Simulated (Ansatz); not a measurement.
# Fe3Ge in Ansatz: the effect of target pressure

Crystal: Fe3Ge.

```
Ge Fe
1.0
     0.00000    2.87559    2.87559
     2.87559    0.00000    2.87559
     2.87559    2.87559    0.00000
Ge Fe
1 3
Direct
  0.00000 0.00000 0.00000
  0.75000 0.75000 0.75000
  0.25000 0.25000 0.25000
  0.50000 0.50000 0.50000
```

The cell comes from a database or a generator and needn't be the stable form of this composition.

Alike in all runs:

| Quantity | Value |
| --- | --- |
| Program | Ansatz 0.2.0 |
| Task | relaxation of cell and atoms |
| Functional | PBEsol |
| Potentials or basis | Ansatz PAW |
| Cutoff | 420 eV (not typed: the program's choice for these potentials) |
| k mesh | 8 × 8 × 8 |
| Occupations | fermi-dirac, width 0.05 eV |
| Spin | collinear spin, ferromagnetic start |
| Starting moments | [0.0, 3.0, 3.0, 3.0] μB |

Each run relaxes the cell or the atoms first.

| target pressure | relaxed volume (Å³/atom) | moment (μB) |
| --- | --- | --- |
| 0 GPa | 11.15 | 5.04 |
| 2 GPa | 11.06 | 5.02 |
| 5 GPa | 10.93 | 4.98 |
| 10 GPa | ? | ? |
| 20 GPa | 10.36 | 4.72 |
| 30 GPa | 10.03 | 4.42 |

Q: What does the run with target pressure 10 GPa give?

A: Relaxed volume 10.72 Å³/atom; moment 4.91 μB.

Worked out: In Murnaghan's law V^(-B') rises as a straight line in P. The other rows fit best with B' = 2.5, V0 = 11.15 Å³/atom and B0 = 248 GPa, which gives 10.73 Å³/atom at 10 GPa, against the run's 10.72. A parabola through the other rows of the moment, of slope -0.016 μB per GPa there, gives 4.92 μB, against the run's 4.91.

Caveats: the plane-wave basis is chosen anew once the cell has moved, so the energies of steps on either side of that aren't comparable; the PAW data sets come from PBE, with cores solved anew for the run's functional, which leaves a small shift of forces and pressure; the volume moved by over 15 % at a fixed basis, so the end points are rough (some runs).
